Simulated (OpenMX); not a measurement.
Ti:

```
Ti
1.0
     0.02177    1.99869    2.03132
     2.00646    0.00299    2.05009
     2.03951    2.05051   -0.03005
Ti
1
Cartesian
  0.0208 -0.0177 -0.0242
```

The cell isn't the ideal one: cell strained at random at fixed volume.

Base run:

| Item | Value |
| --- | --- |
| Program | OpenMX 3.8.5 |
| Functional | PBE |
| Potentials or basis | OpenMX 2013 PBE set, Ti7.0-s3p2d2, grid cutoff 400 Ry |
| k mesh | 11 × 11 × 11 |
| Occupations | fermi-dirac, width 0.05 eV |
| Spin | no spin polarisation |

Its results: band gap on the k mesh none (metal or under the smearing width); pressure 3.9 GPa.

**Question.** The run is repeated on the same cell with these changes: potentials or basis from OpenMX 2013 PBE set, Ti7.0-s3p2d2, grid cutoff 400 Ry to OpenMX 2013 PBE set, Ti7.0-s2p2d1, grid cutoff 400 Ry. What comes out?

**Answer.** Band gap on the k mesh none (metal or under the smearing width); pressure 1.7 GPa.

Caveats: the basis of atomic orbitals isn't converged, which shifts pressures, moduli and gaps; the transition metal has a single d function, too few for pressures, volumes and moments (some runs).
